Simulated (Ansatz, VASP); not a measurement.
## Cu in VASP and in Ansatz

INCAR

```
PREC = Accurate
ENCUT = 520
EDIFF = 1E-7
ISMEAR = -1
SIGMA = 0.1
LREAL = F
LASPH = T
NELM = 100
ALGO = Normal
ISIF = 2
LWAVE = F
LCHARG = F
GGA = CA
NBANDS = 18
```

KPOINTS

```
Automatic mesh
0
Gamma
  16 16 9
```

POSCAR

```
Cu
1.0
    2.5818153802      0.0000000000      0.0000000000
   -1.2909076901      2.2359177071      0.0000000000
    0.0000000000      0.0000000000      4.2298544889
Cu
2
Direct
    0.3333333333      0.6666666667      0.2500000000
    0.6666666667      0.3333333333      0.7500000000
```

Input for Ansatz:

```yaml
crystal:
  lattice:
    - [2.5818153802, 0.0, 0.0]
    - [-1.2909076901, 2.2359177071, 0.0]
    - [0.0, 0.0, 4.2298544889]
  atoms:
    - { symbol: Cu, position: [0.3333333333, 0.6666666667, 0.25] }
    - { symbol: Cu, position: [0.6666666667, 0.3333333333, 0.75] }
hamiltonian:
  xc: lda
  pseudopotentials:
    kind: paw
    azcp:
      Cu: "pseudopotentials/Cu.paw.azcp"
basis:
  ecutwfc: 420
  fft_grid_basis: typed
kpoints:
  mp_grid: { grid: [16, 16, 9], shift: [0, 0, 0] }
magnetization:
  spin_polarized: false
scf:
  occupations: { method: fermi_dirac, width: 0.1 }
  lower_state_search: "off"
output:
  stress: true
```

Alike in both runs: task single point; functional LDA; k mesh 16 × 16 × 9; occupations fermi-dirac, width 0.1 eV; no spin polarisation.

|  | VASP | Ansatz |
| --- | --- | --- |
| version | VASP 6.6.1 | Ansatz 0.2.0 |
| potentials or method | VASP PAW LDA potentials, release 64 (Cu) | plane waves (420 eV) with PAW, scalar-relativistic |
| plane-wave cutoff (eV) | 520 | 420 |
| valence electrons in the cell | 22 | 38 |

Ansatz gave:

```
pressure (GPa)                                  : -16.0
largest component of the traceless stress (GPa) : 0.08
```

Task: Which values does VASP return?

Result: Pressure (GPa): -15.2; largest component of the traceless stress (GPa): 0.11.

The two sets of potentials don't hold the same shells in valence. Ansatz warned: «pseudo_functional_mismatch».

Caveats: so large a pressure means that the cell lies far from this level's equilibrium, or that cutoff or potentials fall short (VASP).
